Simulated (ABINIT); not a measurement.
# CsSnI3: band structure with LDA

The system is CsSnI3.

```
Cs I Sn
1.0
     6.20570    0.00000    0.00000
     0.00000    6.20570    0.00000
     0.00000    0.00000    6.20570
Cs I Sn
1 3 1
Cartesian
  0.0000 0.0000 0.0000
  3.1029 3.1029 0.0000
  3.1029 0.0000 3.1029
  0.0000 3.1029 3.1029
  3.1029 3.1029 3.1029
```

```yaml
Program: ABINIT 10.8.3 (patched build)
Task: band structure
Functional: LDA
Potentials_or_basis: JTH PAW LDA v2.0 sp
Cutoff: 544 eV
k_mesh: 5 × 5 × 5
Occupations: fermi-dirac, width 0.05 eV
Spin: no spin polarisation
Fine-grid_cutoff: 1088.46 eV
```

```json
{"Band gap on the k mesh": "1.74 eV, direct", "Valence electrons inside the program's atomic spheres": "Cs 5.35; I 3.99; Sn 2.25"}
```

Levels at the corners of the path, in eV from the valence-band top:
| point | band 15 | band 16 | band 17 | band 18 | band 19 | band 20 |
| --- | --- | --- | --- | --- | --- | --- |
| Γ | -2.07 | -2.07 | -2.07 | 1.95 | 2.99 | 2.99 |
| X | -2.20 | -2.20 | -1.55 | 1.08 | 3.56 | 3.75 |
| M | -2.47 | -1.64 | -0.77 | 0.75 | 0.75 | 3.98 |
| Γ | -2.07 | -2.07 | -2.07 | 1.95 | 2.99 | 2.99 |
| R | -1.62 | -1.62 | 0.00 | 0.28 | 0.28 | 0.28 |
| X | -2.20 | -2.20 | -1.55 | 1.08 | 3.56 | 3.75 |

Wall time 4.1 min on 1 thread of Intel(R) Xeon(R) Processor @ 2.70GHz, on a shared host, peak memory 0.24 GiB.

Caveat: spin-orbit coupling is left out, which moves the levels of the heavy elements; this set keeps more shells in the core, which shifts pressures and gaps; an odd mesh through Γ misses points on the zone boundary, where band edges often lie; the cell was measured hot, at 500 K.
